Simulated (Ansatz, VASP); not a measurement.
# B26P26S (V_B-S_P) in two plane-wave programs, part 2 of 2

One calculation is typed for both programs; each brings its own data sets. How far apart do they land? Of the first pair: The structure shown is the start of the Ansatz relaxation below; VASP solves that cell, so the two are compared at the walk's first step.

VASP 6.6.1 and Ansatz 0.2.0.

So far. Step 3 (VASP: single point, r2SCAN, start cell, pair 1): The run ends at a pressure of -0.05 GPa, with forces up to 1.8 eV/Å.

### Step 4. Differences

Known differences besides the potentials themselves: VASP starts from the moments at which Ansatz ended; VASP keeps PBE cores, Ansatz makes them for the functional; fixed occupations in Ansatz, narrow Gaussian smearing in VASP; the cutoff is 500 eV in Ansatz and 460 eV in VASP (PREC = Accurate, projectors in real space). Total energies have different zeros and are not compared.

Forces on 10 of the 53 atoms, those with the largest forces and the largest differences (eV/Å; atoms numbered as in POSCAR):

```csv
atom,"Ansatz x, y, z","VASP x, y, z"
P28,"0.821, -1.159, 0.992","0.821, -1.146, 0.987"
P30,"-0.450, -1.411, 0.238","-0.446, -1.410, 0.237"
P31,"0.305, -0.238, 1.756","0.300, -0.246, 1.750"
P37,"0.037, 0.707, 0.450","0.064, 0.731, 0.427"
P38,"1.463, 0.124, 0.462","1.459, 0.127, 0.462"
P39,"-0.274, 0.287, 1.389","-0.242, 0.252, 1.418"
P40,"-0.147, -0.384, 1.409","-0.144, -0.378, 1.414"
P43,"1.395, 0.768, -0.457","1.391, 0.763, -0.457"
P45,"-0.338, -0.394, 0.364","-0.359, -0.365, 0.384"
P46,"-0.063, 1.535, 0.301","-0.062, 1.532, 0.305"
```

The forces differ by 7.9 meV/Å r.m.s., which is 1.2 % of the r.m.s. force of 0.660 eV/Å (both taken over all components). Moments aren't recorded for both runs of this pair, so they may hold unlike magnetic states.

### Step 5. Ansatz: relaxation, r2SCAN

This run makes the geometry at which the two programs are then compared.

The structure compared here is the end of the Ansatz relaxation.

This is the run of step 2 again, met here at its other cell.

### Step 6. VASP: single point, r2SCAN, relaxed atoms in a fixed cell, pair 2

The same cell, functional and mesh now go to VASP, with its own data sets.

Input file INCAR:

```
SYSTEM = B26P26S
PREC = Accurate
ENCUT = 460
EDIFF = 1E-06
NELM = 200
ISMEAR = 0
SIGMA = 0.01
LREAL = Auto
ALGO = Normal
METAGGA = R2SCAN
LASPH = .TRUE.
NBANDS = 144
ISPIN = 2
MAGMOM = -0 0 0.02 0 0.02 0 -0 -0 0 0 -0 -0 0.02 -0 0.01 -0 0 0.02 0.02 -0 0.01 0 0.01 0 0.02 0 0.03 0.02 0 0 0 0 0 0.03 0 0.02 0.16 0 0.16 0 0.03 0.02 0 0 0.16 0 0 0 0 0 0 0 0.02
LORBIT = 11
LWAVE = .FALSE.
LCHARG = .FALSE.
ISIF = 2
ISYM = 0
NUPDOWN = 2
GGA_COMPAT = .FALSE.
LMIXTAU = .TRUE.
KPAR = 4
```

Input file POSCAR:

```
B26P26S
1.0
    0.0000000000      6.8045562300      6.8045562300
    6.8045562300      0.0000000000      6.8045562300
    6.8045562300      6.8045562300      0.0000000000
B P S
26 26 1
Direct
    0.0004714137      0.0004434152      0.0004015397
    0.0004875864      0.0000154281      0.3337685464
    0.9988182654      0.0022039215      0.6674605892
    0.0007121275      0.3336852257      0.0006422535
    0.9988182654      0.3337074709      0.3359570397
    0.0000998152      0.3340156935      0.6677688118
    0.0008927194      0.6670697272      0.0008228455
    0.0004714137      0.6666484214      0.3341965335
    0.0007121275      0.6668891352      0.6674383440
    0.3338384203      0.0000154281      0.0004177125
    0.3338451901      0.0000221979      0.3337753162
    0.3331251347      0.9993021425      0.6671124305
    0.3360269137      0.3337074709      0.9987483915
    0.3331251347      0.3333593122      0.3330552608
    0.3337931930      0.3312261320      0.6649792503
    0.3342664074      0.6666484214      0.0004015397
    0.3338384203      0.6666645942      0.3337685464
    0.3360269137      0.6649952732      0.6674605892
    0.6675304631      0.0022039215      0.9987483915
    0.6671823044      0.9993021425      0.3330552608
    0.6650491242      0.9999702008      0.6649792503
    0.6678386857      0.3340156935      0.0000299413
    0.6650491242      0.3312261320      0.3337233191
    0.6675082179      0.6668891352      0.0006422535
    0.6675304631      0.6649952732      0.3359570397
    0.6678386857      0.6662768230      0.6677688118
    0.2499295216      0.2500319564      0.2498596477
    0.2493293950      0.2491903821      0.5829435004
    0.2522139308      0.2496218961      0.9165394501
    0.2503869857      0.5833408449      0.2503171118
    0.2522139308      0.5827863318      0.5833750144
    0.2508787236      0.5832433689      0.9169964872
    0.2504419596      0.9166189674      0.2503720857
    0.2499295216      0.9161065294      0.5837850747
    0.2503869857      0.9165639935      0.9170939632
    0.5830133743      0.2491903821      0.2492595211
    0.5854507979      0.2516278057      0.9181238559
    0.5834448883      0.5827863318      0.2521440569
    0.5854507979      0.5843707376      0.5853809240
    0.5842094922      0.5837190464      0.9174721647
    0.5838549486      0.9161065294      0.2498596477
    0.5830133743      0.9155064028      0.5829435004
    0.5834448883      0.9183909386      0.9165394501
    0.9166093240      0.2496218961      0.2521440569
    0.9181937298      0.2516278057      0.5853809240
    0.9175420386      0.2503865000      0.9174721647
    0.9170663611      0.5832433689      0.2508088497
    0.9175420386      0.5837190464      0.5841396183
    0.9175454367      0.5837224445      0.9174755628
    0.9171638371      0.9165639935      0.2503171118
    0.9166093240      0.9183909386      0.5833750144
    0.9170663611      0.9170557314      0.9169964872
    0.5819046879      0.2480816957      0.5818348140
```

Input file KPOINTS:

```
Points of the shifted mesh
8
Reciprocal
 0.2500000000  0.2500000000  0.2500000000 1
 0.2500000000  0.2500000000  0.7500000000 1
 0.2500000000  0.7500000000  0.2500000000 1
 0.2500000000  0.7500000000  0.7500000000 1
 0.7500000000  0.2500000000  0.2500000000 1
 0.7500000000  0.2500000000  0.7500000000 1
 0.7500000000  0.7500000000  0.2500000000 1
 0.7500000000  0.7500000000  0.7500000000 1
```

Potentials, in the order of the species: B, P and S (PBE family, release 64).

Started as:

```console
$ mpirun -np 8 vasp_std
```

Numbers of over 12 decimals in the logs are rounded to 6 here.

What it wrote:

```text
[banner, memory and clock lines left out]
running    8 mpi-ranks, on    1 nodes
[...]
[... a notice as in an earlier step ...]

 [... a notice as in an earlier step ...]

 LDA part: xc-table for (None), standard interpolation
 POSCAR, INCAR and KPOINTS ok, starting setup
[...]
entering main loop
       N       E                     dE             d eps       ncg     rms          rms(c)
DAV:   1     0.535577712072E+03    0.53558E+03   -0.90562E+04  4608   0.124E+03
DAV:   2    -0.438885918745E+03   -0.97446E+03   -0.92369E+03  5584   0.222E+02
DAV:   3    -0.503442744294E+03   -0.64557E+02   -0.63575E+02  5704   0.542E+01
DAV:   4    -0.504891549420E+03   -0.14488E+01   -0.14382E+01  5768   0.867E+00
[...]
DAV:  16    -0.455373647033E+03    0.11004E-04   -0.36441E-05  5048   0.189E-02    0.189E-02
DAV:  17    -0.455373677892E+03   -0.30858E-04   -0.19389E-05  5096   0.160E-02    0.914E-03
DAV:  18    -0.455373678810E+03   -0.91853E-06   -0.32573E-06  5016   0.442E-03
   1 F= -.45537368E+03 E0= -.45537368E+03  d E =-.276878E-21  mag=     2.0000
```

From OUTCAR (step 6):

```text
  FREE ENERGIE OF THE ION-ELECTRON SYSTEM (eV)
  ---------------------------------------------------
  free  energy   TOTEN  =      -455.3736788101 eV

  energy  without entropy=     -455.3736788101  energy(sigma->0) =     -455.37367881

 magnetization (x)
# of ion       s       p       d       tot
------------------------------------------
    1       -0.000  -0.000   0.000  -0.000
    2       -0.000   0.000   0.000   0.000
    3        0.003   0.018   0.000   0.021
    4        0.000   0.001   0.000   0.001
    5        0.003   0.018   0.000   0.021
    6       -0.001   0.001   0.000   0.001
    7       -0.000  -0.000   0.000  -0.000
    8       -0.000  -0.000   0.000  -0.000
    9        0.000   0.001   0.000   0.001
   10       -0.000   0.000   0.000   0.000
   11       -0.001  -0.001   0.000  -0.002
   12       -0.001  -0.001   0.000  -0.001
   13        0.003   0.018   0.000   0.021
[...]
--------------------------------------------------
tot          0.161   1.000   0.000   1.162

[... 1 part as in an earlier step ...]
```

The run ends at a pressure of -0.46 GPa, with forces up to 0.050 eV/Å.

### Step 7. Side by side

What differs besides the data sets and the points named for the pairs above, as far as they apply: site moments are counted in spheres of each program's own size. Total energies have different zeros and are not compared.

Compared:

```csv
quantity,Ansatz,VASP,difference
"total moment, fixed by the input (μB)",2.00,2.00,0.00
moment on P37 (μB),0.17,0.25,-0.08
moment on P45 (μB),0.17,0.25,-0.08
moment on P39 (μB),0.17,0.25,-0.08
```

The largest component of a force difference here is 26 meV/Å.

### Step 8. Outcome

- r.m.s. force difference (single point, r2SCAN, start cell, pair 1): 1.2 % of the r.m.s. force
- difference in moment on P37 (single point, r2SCAN, relaxed atoms in a fixed cell, pair 2): -0.081 μB
- r.m.s. force difference (single point, r2SCAN, relaxed atoms in a fixed cell, pair 2): 6.9 meV/Å

**Reading.** The r.m.s. force difference is 6.9 meV/Å (single point, r2SCAN, relaxed atoms in a fixed cell, pair 2), within the 12 meV/Å picked in this series as the mark of a large difference. How closely two codes agree says nothing of how well the functional describes the real material.

[Lines on the potential files, build, host, timing and source positions are cut from VASP's logs without a mark.]

[Logs are printed without paths, hosts, clocks, repeated set-up lines and the standing remarks that a program may print on its own settings, such as how far it seeks lower states.]

[Hosts, paths, dates, database ids (printed as entryN), source tags and the programs' standing remarks are cut or masked in the printed files.]
